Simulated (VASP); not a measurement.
# ZnO in VASP: relaxation of the atoms with PBEsol

Aim: the relaxation of the atoms of ZnO with PBEsol.

Program: VASP 6.6.1. These are calculated values, not measurements. Logs are shortened: lines on timing, memory, paths and dates and some standing lists are left out, and cuts for length are marked.

## (1) Starting point

The cell holds a slab with vacuum, 8 atoms: a = 3.249 Å, b = 5.206 Å, c = 19.752 Å, α = 90.00°, β = 90.00°, γ = 90.00°.

## (2) Relaxation of the atoms, PBEsol

Contents of INCAR:

```
SYSTEM = ZnO
ALGO     = Normal         ! electronic algorithm
DIPOL    = 0.5 0.5 0.500
EDIFF    = 1E-6           ! SCF threshold, eV
EDIFFG   = -0.015         ! ionic threshold
ENCUT    = 520            ! plane-wave cutoff, eV
GGA      = PS             ! functional
IBRION   = 2              ! ionic algorithm
IDIPOL   = 3            
ISIF     = 2              ! what is computed and relaxed
ISMEAR   = 0              ! smearing method
KPAR     = 8            
LASPH    = .TRUE.         ! aspherical terms in the spheres
LCHARG   = .FALSE.        ! write CHGCAR
LDIPOL   = .TRUE.       
LREAL    = .FALSE.        ! projectors in reciprocal space
LWAVE    = .FALSE.        ! write WAVECAR
NELM     = 60             ! most SCF steps
NSW      = 100            ! ionic steps
PREC     = Accurate       ! precision mode
SIGMA    = 0.05           ! smearing width, eV
```

Contents of KPOINTS:

```
k-points
0
G
  8 6 1
  0 0 0
```

Contents of POSCAR:

```
ZnO
1.0
    3.2493080000      0.0000000000      0.0000000000
    0.0000000000      5.2057090000      0.0000000000
    0.0000000000      0.0000000000     19.7519776970
Zn O
4 4
Direct
    0.0000000000      0.5000000000      0.4050227336
    0.4999999999      0.0000000000      0.4525113668
    0.5000000000      0.5000000000      0.5474886332
    0.9999999999      0.0000000000      0.5949772664
    0.4999999999      0.3790100000      0.4525113668
    0.0000000000      0.8790100000      0.4050227336
    0.9999999999      0.3790100000      0.5949772664
    0.5000000000      0.8790100000      0.5474886332
```

Potentials or basis: VASP PAW PBE potentials, release 64 (Zn, O).

Run with:

```console
> cat potpaw_PBE.64/Zn/POTCAR potpaw_PBE.64/O/POTCAR > POTCAR
> mpirun -np 8 vasp_std > vasp.out
```

OUTCAR:

```text
SYSTEM = ZnO
   EDIFF = 1E-6
   EDIFFG = -0.015
   ENCUT = 520
   GGA = PS
   IBRION = 2
   ISIF = 2
   ISMEAR = 0
   LASPH = .TRUE.
   LREAL = .FALSE.
   NELM = 60
   NSW = 100
   PREC = Accurate

 ion  position               nearest neighbor table
   1  0.000  0.500  0.405-   6 1.97   5 1.98   5 1.98
   2  0.500  0.000  0.453-   5 1.97   8 1.98   6 1.98   6 1.98
   3  0.500  0.500  0.547-   8 1.97   5 1.98   7 1.98   7 1.98
   4  1.000  0.000  0.595-   7 1.97   8 1.98   8 1.98
   5  0.500  0.379  0.453-   2 1.97   3 1.98   1 1.98   1 1.98
   6  0.000  0.879  0.405-   1 1.97   2 1.98   2 1.98
   7  1.000  0.379  0.595-   4 1.97   3 1.98   3 1.98
   8  0.500  0.879  0.547-   3 1.97   2 1.98   4 1.98   4 1.98

  LATTYP: Found a simple orthorhombic cell.
 ALAT       =     3.2493080000
 B/A-ratio  =     1.6020977390
 C/A-ratio  =     6.0788259214

  Lattice vectors:

 A1 = (   3.2493080000,   0.0000000000,   0.0000000000)
 A2 = (   0.0000000000,   5.2057090000,   0.0000000000)
 A3 = (   0.0000000000,   0.0000000000,  19.7519776970)

Analysis of symmetry for initial positions (statically):
=====================================================================
 Subroutine PRICEL returns:
 Original cell was already a primitive cell.

 Routine SETGRP: Setting up the symmetry group for a
 simple orthorhombic supercell.

 Subroutine GETGRP returns: Found  4 space group operations
 (whereof  2 operations were pure point group operations)
 out of a pool of  8 trial point group operations.

The static configuration has the point symmetry C_1h.
 The point group associated with its full space group is C_2v.

Analysis of symmetry for dynamics (positions and initial velocities):
=====================================================================
 Subroutine PRICEL returns:
 Original cell was already a primitive cell.

 Routine SETGRP: Setting up the symmetry group for a
 simple orthorhombic supercell.

 Subroutine GETGRP returns: Found  4 space group operations
 (whereof  2 operations were pure point group operations)
 out of a pool of  8 trial point group operations.

The dynamic configuration has the point symmetry C_1h.
 The point group associated with its full space group is C_2v.

 Subroutine INISYM returns: Found  4 space group operations
 (whereof  2 operations are pure point group operations),
 and found     1 'primitive' translations

----------------------------------------------------------------------------------------

                                     Primitive cell

  volume of cell :     334.1038

  direct lattice vectors                    reciprocal lattice vectors
     3.249308000  0.000000000  0.000000000     0.307757836  0.000000000  0.000000000
     0.000000000  5.205709000  0.000000000     0.000000000  0.192096792  0.000000000
     0.000000000  0.000000000 19.751977697     0.000000000  0.000000000  0.050627842

  length of vectors
     3.249308000  5.205709000 19.751977697     0.307757836  0.192096792  0.050627842

  position of ions in fractional coordinates (direct lattice)
     0.000000000  0.500000000  0.405022734
     0.500000000  0.000000000  0.452511367
     0.500000000  0.500000000  0.547488633
     1.000000000  0.000000000  0.594977266
     0.500000000  0.379010000  0.452511367
     0.000000000  0.879010000  0.405022734
     1.000000000  0.379010000  0.594977266
     0.500000000  0.879010000  0.547488633

  ion indices of the primitive-cell ions
   primitive index   ion index
                 1           1
                 2           2
                 3           3
                 4           4
                 5           5
                 6           6
                 7           7
                 8           8

----------------------------------------------------------------------------------------

 KPOINTS: k-points

Automatic generation of k-mesh.
 Grid dimensions read from file:
 generate k-points for:    8    6    1

 Generating k-lattice:

  Cartesian coordinates                     Fractional coordinates (reciprocal lattice)
     0.038469730  0.000000000  0.000000000     0.125000000  0.000000000  0.000000000
     0.000000000  0.032016132  0.000000000     0.000000000  0.166666667  0.000000000
     0.000000000  0.000000000  0.050627842     0.000000000  0.000000000  1.000000000

  Length of vectors
     0.038469730  0.032016132  0.050627842

  Shift w.r.t. Gamma in fractional coordinates (k-lattice)
     0.000000000  0.000000000  0.000000000

 Subroutine IBZKPT returns following result:
 ===========================================

 Found     20 irreducible k-points:

 Following reciprocal coordinates:
            Coordinates               Weight
  0.000000  0.000000  0.000000      1.000000
  0.125000  0.000000  0.000000      2.000000
  0.250000  0.000000  0.000000      2.000000
  0.375000  0.000000  0.000000      2.000000
  0.500000  0.000000  0.000000      1.000000
  0.000000  0.166667  0.000000      2.000000
[... 12 lines left out ...]
  0.375000  0.500000  0.000000      2.000000
  0.500000  0.500000  0.000000      1.000000
   k-points           NKPTS =     20   k-points in BZ     NKDIM =     20   number of bands    NBANDS=     43
   number of dos      NEDOS =    301   number of ions     NIONS =      8
   total plane-waves  NPLWV = 144000
   dimension x,y,z NGX =    24 NGY =   40 NGZ =  150
   dimension x,y,z NGXF=    48 NGYF=   80 NGZF=  300
   ions per type =               4   4
   NGX,Y,Z   is equivalent  to a cutoff of  12.28, 12.77, 12.63 a.u.
   NGXF,Y,Z  is equivalent  to a cutoff of  24.56, 25.55, 25.25 a.u.
 SYSTEM =  ZnO
   PREC   = accura    normal or accurate (medium, high low for compatibility)
   ISTART =      0    job   : 0-new  1-cont  2-samecut
   ICHARG =      2    charge: 1-file 2-atom 10-const
   ISPIN  =      1    spin polarized calculation?
   LNONCOLLINEAR =      F non collinear calculations
   LSORBIT =      F    spin-orbit coupling
   LASPH  =      T    aspherical Exc in radial PAW
   ENCUT  =  520.0 eV  38.22 Ry    6.18 a.u.   6.04  9.68 36.73*2*pi/ulx,y,z
   NELM   =     60;   NELMIN=  2; NELMDL= -5     # of ELM steps
   EDIFF  = 0.1E-05   stopping-criterion for ELM
   LREAL  =      F    real-space projection
   EDIFFG = -.1E-01   stopping-criterion for IOM
   NSW    =    100    number of steps for IOM
   IBRION =      2    ionic relax: 0-MD 1-quasi-New 2-CG
   NFREE  =      1    steps in history (QN), initial steepest desc. (CG)
   ISIF   =      2    stress and relaxation
   ISYM   =      2    0-nonsym 1-usesym 2-fastsym
   POTIM  = 0.5000    time-step for ionic-motion
   TEBEG  =    0.0;   TEEND  =   0.0 temperature during run
   PSTRESS=    0.0 pullay stress
   NELECT =      72.0000    total number of electrons
   NUPDOWN=      -1.0000    fix difference up-down
   EMIN   =  10.00;   EMAX   =-10.00  energy-range for DOS
   EFERMI =   0.00;   METHOD = LEGACY
   ISMEAR =     0;   SIGMA  =   0.05  broadening in eV -4-tet -1-fermi 0-gaus
   EFERMI_NEDOS =   21; number of points for ismear=-14 and -15
   IALGO  =     38    algorithm
   IMIX   =      4    mixing-type and parameters
     AMIX     =   0.40;   BMIX     =  1.00
     AMIX_MAG =   1.60;   BMIX_MAG =  1.00
  volume/ion in A,a.u.               =      41.76       281.83
  Fermi-wavevector in a.u.,A,eV,Ry     =   0.981504  1.854773 13.107162  0.963349
  Thomas-Fermi vector in A             =   2.112515
   LORBIT       =      0    0 simple, 1 ext, 2 COOP (PROOUT), +10 PAW based schemes
   GGA     = PS    functional components
   LHFCALC =     F    Hartree Fock is set to
   AEXX    =    0.0000 exact exchange contribution
   IVDW    =     0    specifies the selected vdW correction
   LEPSILON=     F    determine dielectric tensor
   LRPA    =     F    only Hartree local field effects (RPA)
 conjugate gradient relaxation of ions
 non-spin polarized calculation
 Gauss-broadening in eV      SIGMA  =   0.05
  energy-cutoff  :      520.00
  volume of cell :      334.10
 maximum number of plane-waves:      9054
   NGX = 13   NGY = 19   NGZ = 73

--------------------------------------- Ionic step        1  -------------------------------------------

 number of electron      71.9999986 magnetization

 Free energy of the ion-electron system (eV)
  ---------------------------------------------------
  ext. energy  EPLUGINS =         0.00000000
  ---------------------------------------------------
  free energy    TOTEN  =       -36.02608848 eV

  energy without entropy =      -36.02608848  energy(sigma->0) =      -36.02608848

------------------------ aborting loop because EDIFF is reached ----------------------------------------

  FORCE on cell =-STRESS in cart. coord.  units (eV):
  Direction    XX          YY          ZZ          XY          YZ          ZX
  --------------------------------------------------------------------------------------
  -------------------------------------------------------------------------------------
  Total       -3.2966216     -5.1515852     -2.2400602      0.0000000      0.0000000      0.0000000
  in kB      -15.8087792    -24.7041614    -10.7420932      0.0000000      0.0000000      0.0000000
  external PRESSURE =     -17.0850113 kB  Pullay stress =       0.0000000 kB
[... 107 lines left out ...]
  FREE ENERGIE OF THE ION-ELECTRON SYSTEM (eV)
  ---------------------------------------------------
  free  energy   TOTEN  =       -36.5675345896 eV

  energy  without entropy=      -36.5675345896  energy(sigma->0) =      -36.56753459

 dipolmoment           0.000000      0.000000      0.000000 electrons x Angstroem

[... ionic steps 4 to 21 ...]

--------------------------------------- Ionic step       22  -------------------------------------------

 number of electron      72.0000010 magnetization

------------------------ aborting loop because EDIFF is reached ----------------------------------------

  FORCE on cell =-STRESS in cart. coord.  units (eV):
  Direction    XX          YY          ZZ          XY          YZ          ZX
  --------------------------------------------------------------------------------------
  -------------------------------------------------------------------------------------
  Total        2.9389334      3.1519877     -0.1997308      0.0000000      0.0000000      0.0000000
  in kB       14.0935036     15.1151948     -0.9577988      0.0000000      0.0000000      0.0000000
  external PRESSURE =       9.4169665 kB  Pullay stress =       0.0000000 kB
[... 69 lines left out ...]
  energy  without entropy=      -36.8711825020  energy(sigma->0) =      -36.87118250

--------------------------------------- Ionic step       24  -------------------------------------------

 number of electron      72.0000010 magnetization

 dipolmoment           0.000000      0.000000     -0.000000 electrons x Angstroem

 Free energy of the ion-electron system (eV)
  ---------------------------------------------------
  ext. energy  EPLUGINS =         0.00000000
  ---------------------------------------------------
  free energy    TOTEN  =       -36.87129862 eV

  energy without entropy =      -36.87129862  energy(sigma->0) =      -36.87129862

 E-fermi :  -3.6328     XC(G=0):  -3.7055

 val. band max:       -3.8496751848   @ k =   0.0000   0.0000   0.0000
 cond. band min:      -2.5564134490   @ k =   0.0000   0.0000   0.0000
 fundamental gap:      1.2932617358
 Fermi energy:        -3.6327832355

 k-point     1 :       0.0000    0.0000    0.0000
  band No.  band energies     occupation
      1     -22.0888      2.00000
      2     -21.6764      2.00000
      3     -21.0211      2.00000
      4     -20.9030      2.00000
      5     -10.3695      2.00000
      6     -10.2929      2.00000
[... 909 lines left out ...]
     42       2.5267      0.00000
     43       4.6155      0.00000

------------------------ aborting loop because EDIFF is reached ----------------------------------------

 vacuum level on the upper side and lower side of the slab       (xc-potential included)        -0.108        -0.108

  FORCE on cell =-STRESS in cart. coord.  units (eV):
  Direction    XX          YY          ZZ          XY          YZ          ZX
  --------------------------------------------------------------------------------------
  -------------------------------------------------------------------------------------
  Total        2.9658228      3.1633364     -0.1487887      0.0000000      0.0000000      0.0000000
  in kB       14.2224506     15.1696166     -0.7135083      0.0000000      0.0000000      0.0000000
  external PRESSURE =       9.5595196 kB  Pullay stress =       0.0000000 kB

 VOLUME and BASIS-vectors are now :
 -----------------------------------------------------------------------------
  energy-cutoff  :      520.00
  volume of cell :      334.10
      direct lattice vectors                 reciprocal lattice vectors
     3.249308000  0.000000000  0.000000000     0.307757836  0.000000000  0.000000000
     0.000000000  5.205709000  0.000000000     0.000000000  0.192096792  0.000000000
     0.000000000  0.000000000 19.751977697     0.000000000  0.000000000  0.050627842
[... 14 lines left out ...]
  FREE ENERGIE OF THE ION-ELECTRON SYSTEM (eV)
  ---------------------------------------------------
  free  energy   TOTEN  =       -36.8712986206 eV

  energy  without entropy=      -36.8712986206  energy(sigma->0) =      -36.87129862

 reached required accuracy - stopping structural energy minimisation

 vacuum level on the upper side and lower side of the slab         1.929         1.929
```

Run time: 14 min. Hardware: 8 MPI ranks of Intel Xeon Platinum 8488C (Sapphire Rapids), shared host; peak memory 0.59 GiB.

What came out:

```
Free energy                  : -36.8713 eV
Energy gained by relaxing    : 105.7 meV/atom
Ionic steps                  : 24
Largest force after relaxing : 0.013 eV/Å
Band gap on the k mesh       : 1.29 eV, direct
```

Forces on the atoms (eV/Å):
```
Zn   0.000  0.001  0.013
Zn   0.000  0.003 -0.002
Zn   0.000  0.003  0.002
Zn   0.000  0.001 -0.013
O    0.000  0.007  0.007
O    0.000 -0.011  0.003
O    0.000 -0.011 -0.003
O    0.000  0.007 -0.007
```

Step by step:
| step | energy change (eV) | largest force (eV/Å) | pressure (GPa) |
| --- | --- | --- | --- |
| 1 | 0.0000 | 1.7916 | -1.71 |
| 2 | -0.4452 | 1.0543 | -0.93 |
| 3 | -0.5414 | 0.8797 | -0.15 |
| 4 | -0.6627 | 0.4908 | 0.13 |
| 5 | -0.6749 | 0.5165 | 0.29 |
| 6 | -0.7265 | 0.3267 | 0.64 |
| 7 | -0.7481 | 0.4679 | 1.04 |
| 8 | -0.7845 | 0.3066 | 1.25 |
| 9 | -0.7933 | 0.3059 | 1.42 |
| 10 | -0.8094 | 0.1686 | 1.53 |
| 11 | -0.8105 | 0.1736 | 1.58 |
| 12 | -0.8190 | 0.1805 | 1.44 |
| 13 | -0.8202 | 0.2504 | 1.37 |
| 14 | -0.8252 | 0.2145 | 1.32 |
| 15 | -0.8359 | 0.1231 | 1.19 |
| 16 | -0.8374 | 0.1424 | 0.88 |
| 17 | -0.8400 | 0.1024 | 1.04 |
| 18 | -0.8420 | 0.0838 | 1.00 |
| 19 | -0.8443 | 0.0744 | 0.95 |
| 20 | -0.8449 | 0.0342 | 0.95 |
| 21 | -0.8449 | 0.0273 | 0.95 |
| 22 | -0.8451 | 0.0209 | 0.94 |
| 23 | -0.8451 | 0.0217 | 0.95 |
| 24 | -0.8452 | 0.0128 | 0.96 |

Final structure:
```cif
data_structure
_symmetry_space_group_name_H-M 'P 1'
_symmetry_Int_Tables_number 1
_cell_length_a 3.2493
_cell_length_b 5.2057
_cell_length_c 19.7520
_cell_angle_alpha 90.000
_cell_angle_beta 90.000
_cell_angle_gamma 90.000
_cell_volume 334.10
loop_
_atom_site_label
_atom_site_type_symbol
_atom_site_fract_x
_atom_site_fract_y
_atom_site_fract_z
_atom_site_occupancy
Zn1 Zn 0.00000 0.52619 0.42876 1
Zn2 Zn 0.50000 0.99627 0.43964 1
Zn3 Zn 0.50000 0.49627 0.56036 1
Zn4 Zn 0.00000 0.02619 0.57124 1
O1 O 0.50000 0.36603 0.45623 1
O2 O 0.00000 0.86952 0.40340 1
O3 O 0.00000 0.36952 0.59660 1
O4 O 0.50000 0.86603 0.54377 1
```

Levels at points of the mesh, in eV from the valence-band top:
```tsv
k point	band 33	band 34	band 35	band 36	band 37	band 38	band 39	band 40
(0.00, 0.00, 0.00)	-0.63	-0.31	-0.27	0.00	1.29	3.04	5.09	5.69
(0.50, 0.00, 0.00)	-1.83	-1.14	-1.05	-0.99	5.04	5.35	5.67	6.20
(0.00, 0.50, 0.00)	-0.62	-0.62	-0.58	-0.58	3.44	3.44	4.75	4.75
(0.50, 0.50, 0.00)	-1.66	-1.66	-1.17	-1.17	5.35	5.35	6.06	6.06
```

Caveat: the PAW data sets were made with another functional, which shifts forces and pressure a little.
